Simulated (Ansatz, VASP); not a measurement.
# One calculation of W2C, two programs

```
W C
1.0
     3.02855    0.00000    0.00000
    -1.51428    2.62280    0.00000
     0.00000    0.00000    4.61520
W C
2 1
Direct
  0.66667 0.33333 0.25367
  0.33333 0.66667 0.74633
  0.00000 0.00000 0.00000
```

Change from the starting cell: volume scaled by 0.96.

Alike in both runs: task single point; functional PBE; k mesh 10 × 10 × 6; occupations fermi-dirac, width 0.05 eV; no spin polarisation.

|  | VASP | Ansatz |
| --- | --- | --- |
| version | VASP 6.6.1 | Ansatz 0.2.0 |
| potentials or method | VASP PAW PBE potentials, release 64 (W_sv, C) | Ansatz PAW |
| plane-wave cutoff (eV) | 520 | 420 |
| valence electrons in the cell | 32 | 32 |

```tsv
	VASP	Ansatz	Ansatz less VASP
gap on the k mesh at the Fermi level (eV)	none	none	-
pressure (GPa)	13.8	12.8	-0.97
largest component of the traceless stress (GPa)	1.40	1.43	+0.032
rms of the force components (eV/Å)	0.205	0.176	-0.0286
```

Atom by atom the forces differ by 0.029 eV/Å (rms over components). A gap of «none» marks a metal or a gap that the smearing closes.

The runs have no spin-orbit coupling, so splittings on W are missing.
